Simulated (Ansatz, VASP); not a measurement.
**Mg: VASP beside Ansatz**

```
Mg
1.0
     2.76395    0.00000    0.00000
    -1.38198    2.39365    0.00000
     0.00000    0.00000    2.64003
Mg
1
Direct
  0.00000 0.00000 0.00000
```

Alike in both runs: functional PBE; k mesh 14 × 14 × 13; occupations fermi-dirac, width 0.1 eV; no spin polarisation.

Ansatz relaxed the structure, and its values are those at the end. VASP's run is a single point on that final structure, the one shown.

```csv
,VASP,Ansatz
version,VASP 6.6.1,Ansatz 0.2.0
potentials or method,"VASP PAW PBE potentials, release 64 (Mg)","PAW with Ansatz's default frozen-core files, scalar-relativistic"
plane-wave cutoff (eV),520,420
valence electrons in the cell,2,10
```

VASP gave:

```
pressure (GPa) : 21.3
```

Question: Which values does Ansatz return?

Answer: Pressure (GPa): 21.2.

With one functional, cell and mesh, what is left measures potentials, basis and numerics. The two sets of potentials don't hold the same shells in valence.

Caveats: so large a pressure means that the cell lies far from this level's equilibrium, or that cutoff or potentials fall short (VASP).
